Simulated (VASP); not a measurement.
## A VASP 6.6.1 single-point calculation on InP

INCAR

```
GGA = PE
ISMEAR = -5
EDIFF = 1E-7
LREAL = .FALSE.
SIGMA = 0.02
NELM = 52
LCHARG = .FALSE.
PREC = Accurate
ISIF = 2
NSW = 0
LASPH = .TRUE.
LWAVE = .FALSE.
ENCUT = 520
IBRION = -1
NBANDS = 16
```

KPOINTS

```
KPOINTS created by Atomic Simulation Environment
0
Gamma
1 1 1
0 0 0
```

POSCAR

```
In P
 1.0000000000000000
     0.0000000000000000    2.9537876347999998    3.0719391402000000
     2.9537876347999998    0.0000000000000000    3.0719391402000000
     2.9537876347999998    2.9537876347999998    0.0000000000000000
 In  P
   1   1
Cartesian
  0.0000000000000000  0.0000000000000000  0.0000000000000000
  1.4768938173999999  1.4768938173999999  1.5359695701000000
```

The recommended PBE PAW datasets give the neutral cell 18 valence electrons.

Command

```
mpirun -np 1 vasp_std
```

Standard output (part)

```
POSCAR found type information on POSCAR InP
 POSCAR found :  2 types and       2 ions
 LDA part: xc-table for (Slater+PW92), standard interpolation
|     EEEEEEE  RRRRRR   RRRRRR   OOOOOOO  RRRRRR      ###     ###     ###     |
|     E        R     R  R     R  O     O  R     R     ###     ###     ###     |
|     E        R     R  R     R  O     O  R     R     ###     ###     ###     |
|     EEEEE    RRRRRR   RRRRRR   O     O  RRRRRR       #       #       #      |
|     E        R    R   R    R   O     O  R    R      ###     ###     ###     |
|     EEEEEEE  R     R  R     R  OOOOOOO  R     R     ###     ###     ###     |
|     IBZKPT: tetrahedron method fails for NKPT<4. NKPT = 1                   |
|       ---->  I REFUSE TO CONTINUE WITH THIS SICK JOB ... BYE!!! <----       |
```

VASP stopped before the first electronic step.

Find the fault in these files.

Tetrahedra on too few k points. VASP stopped before the first electronic step.
